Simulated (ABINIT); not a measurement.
The system is HfN.

```
Hf N
1.0
     0.00000    2.25600    2.25600
     2.25600    0.00000    2.25600
     2.25600    2.25600    0.00000
Hf N
1 1
Direct
  0.00000 0.00000 0.00000
  0.50000 0.50000 0.50000
```

Base run:

- Program: ABINIT 10.8.3 (patched build)
- Functional: PBE
- Potentials or basis: JTH PAW PBE v2.0
- Cutoff: 707 eV
- k mesh: 10 × 10 × 10
- Occupations: fermi-dirac, width 0.05 eV
- Spin: spin-orbit coupling, no magnetisation

Its results: band gap on the k mesh none (metal or under the smearing width); pressure 5.0 GPa.

**Question.** After a change of settings the same cell gave: band gap on the k mesh none (metal or under the smearing width); pressure 13.9 GPa. Which change was it?
A. functional from PBE to SOGGA
B. functional from PBE to BLYP
C. functional from PBE to PBEsol
D. functional from PBE to revPBE; spin from spin-orbit coupling, no magnetisation to no spin polarisation

**Answer.** B.

BLYP binds less tightly than PBE, so the same cell stands under more pressure.

Caveats: the PAW data sets were made with another functional, which shifts forces and pressure a little (some runs).
